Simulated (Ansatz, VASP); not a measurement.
**HfO2: VASP beside Ansatz**

```xyz
6
Lattice="4.7485 0.0000 0.0000 0.0000 4.7485 0.0000 0.0000 0.0000 3.1621" Properties=species:S:1:pos:R:3 pbc="T T T"
Hf    2.3742    2.3742    1.5810
Hf    0.0000    0.0000    0.0000
O     3.8227    0.9257    1.5810
O     3.3000    3.3000    0.0000
O     1.4485    1.4485    0.0000
O     0.9257    3.8227    1.5810
```

Change from the starting cell: volume scaled by 0.96.

Alike in both runs: task single point; functional PBE; k mesh 6 × 6 × 8; occupations fermi-dirac, width 0.05 eV; no spin polarisation.

|  | VASP | Ansatz |
| --- | --- | --- |
| version | VASP 6.6.1 | Ansatz 0.2.0 |
| potentials or method | VASP PAW PBE potentials, release 64 (Hf_pv, O), cutoff 520 eV | all-electron LAPW, scalar-relativistic |

VASP gave:

| Quantity | Value |
| --- | --- |
| gap on the k mesh at the Fermi level (eV) | 4.14 |
| least direct gap on the mesh (eV) | 4.14 |
| pressure (GPa) | 16.5 |
| largest component of the traceless stress (GPa) | 2.25 |
| rms of the force components (eV/Å) | 0.080 |

Q: Estimate Ansatz's values.

A: gap on the k mesh at the Fermi level (eV): 4.19; least direct gap on the mesh (eV): 4.19; pressure (GPa): 19.7; largest component of the traceless stress (GPa): 2.78; rms of the force components (eV/Å): 0.106.

Atom by atom the forces differ by 0.026 eV/Å (rms over components). Ansatz ran all-electron here, so the differences hold the error of VASP's frozen core and of both bases.

Caveats: spin-orbit coupling is left out, which moves the levels of the heavy elements; so large a pressure means that the cell lies far from this level's equilibrium, or that cutoff or potentials fall short (VASP). A k mesh can miss the band edges.
